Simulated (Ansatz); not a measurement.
LiH (zincblende), relaxed with r2SCAN in the PAW code Ansatz. The symmetry is F-43m (No. 216, cubic); conventional cell a = 4.290 Å, 9.87 Å³ an atom. Li has 4 H at 1.86 Å; H has 4 Li at 1.86 Å.

The axes x, y and z are those of this cell:
```yaml
crystal:
  lattice:
    - [0.00000, 2.14512, 2.14512]
    - [2.14512, 0.00000, 2.14512]
    - [2.14512, 2.14512, 0.00000]
  atoms:
    - { symbol: Li, position: [0.00000, 0.00000, 0.00000] }
    - { symbol: H, position: [0.25000, 0.25000, 0.25000] }
```

Unstrained: With PBE the valence top lies at W and the conduction bottom at L, 4.196 eV higher; the smallest vertical gap, at k = (-0.150, -0.075, 0.425), is 5.260 eV. The r2SCAN gap is indirect, 4.719 eV (W to L), below the direct gap of 5.797 eV at L. HSE06 gives an indirect gap of 5.245 eV, from W to L; the least direct gap is 6.410 eV at k = (-0.150, -0.075, 0.425). Meshes: PBE 10×10×10, r2SCAN 10×10×10, HSE06 8×8×8. Strains are changes of length per length. After each strain the atoms were relaxed again with r2SCAN within the symmetry that the strain leaves, so tilts or polar shifts that break it weren't tested; points keep the names that they have in the unstrained zone. Spin-unpolarised throughout. Whether this structure exists isn't addressed.

Q: Apply uniaxial +3.31 % along z, other directions held. How far does the gap move, against the unstrained cell?

A: PBE: the gap goes from 4.196 to 4.090 eV (-0.106 eV). r2SCAN: the gap goes from 4.719 to 4.605 eV (-0.114 eV). HSE06: the gap goes from 5.245 to 5.126 eV (-0.119 eV). The r2SCAN energy rises by 1.2 meV an atom.

Q: Apply biaxial +4.16 % in x and y, z held. How far does the gap move, against the unstrained cell?

A: PBE: the gap goes from 4.196 to 4.023 eV (-0.173 eV); the edges go from W → L to (0.300, -1/2, -0.200) → L. r2SCAN: the gap goes from 4.719 to 4.531 eV (-0.188 eV); the edges go from W → L to (0.302, -1/2, -0.198) → L. HSE06: the gap goes from 5.245 to 5.047 eV (-0.198 eV); the edges go from W → L to (0.302, -1/2, -0.198) → L. The r2SCAN energy rises by 5.7 meV an atom.

Q: One strain changed the r2SCAN stress by xx +3.40, yy +3.40, zz +3.40 GPa (compression positive) and the gap by +0.162 eV (PBE), +0.174 eV (r2SCAN), +0.186 eV (HSE06). Which kind of strain was it, and roughly how large?

A: Isotropic -3.45 % on every length. The pattern of the stress gives the kind; the size needs the stiffness, so it is an estimate.

Where an edge lies off the special points, it is a point of the mesh or the k point where a search put PBE's edge or least direct gap, reused for the other functionals, whose own edges may lie a little apart.

Coordinates of k points refer to the reciprocal vectors of the primitive cell of the runs.

The meshes of the hybrids are coarse, so their gaps aren't converged to the digits shown.
